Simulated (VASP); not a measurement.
Here is a VASP 6.6.1 calculation.

File INCAR:

```
SYSTEM = Li
PREC = Accurate
ENCUT = 520
EDIFF = 1E-7
ISMEAR = 0
SIGMA = 0.15
LREAL = .FALSE.
LASPH = .TRUE.
NELM = 100
ALGO = Normal
ISIF = 2
LWAVE = .FALSE.
LCHARG = .TRUE.
GGA = PS
LELF = .TRUE.
LVHAR = .TRUE.
NBANDS = 8
```

The input KPOINTS:

```
regular mesh
0
G
  18 18 18
  0 0 0
```

The input POSCAR:

```
Li
1.0
    0.0000000000      2.2020000000      2.2680600000
    2.2020000000      0.0000000000      2.2680600000
    2.2020000000      2.2020000000      0.0000000000
Li
1
Direct
    0.0000000000      0.0000000000      0.0000000000
```

Potentials or basis: VASP PAW PBE potentials, release 64 (Li_sv).

The run is started by

```sh
$ cat potpaw_PBE.64/Li_sv/POTCAR > POTCAR
$ mpirun -np 1 vasp_std > vasp.out
```

(1) What does it give for the band gap on the k mesh?

Answers

(1) none (metal or under the smearing width).
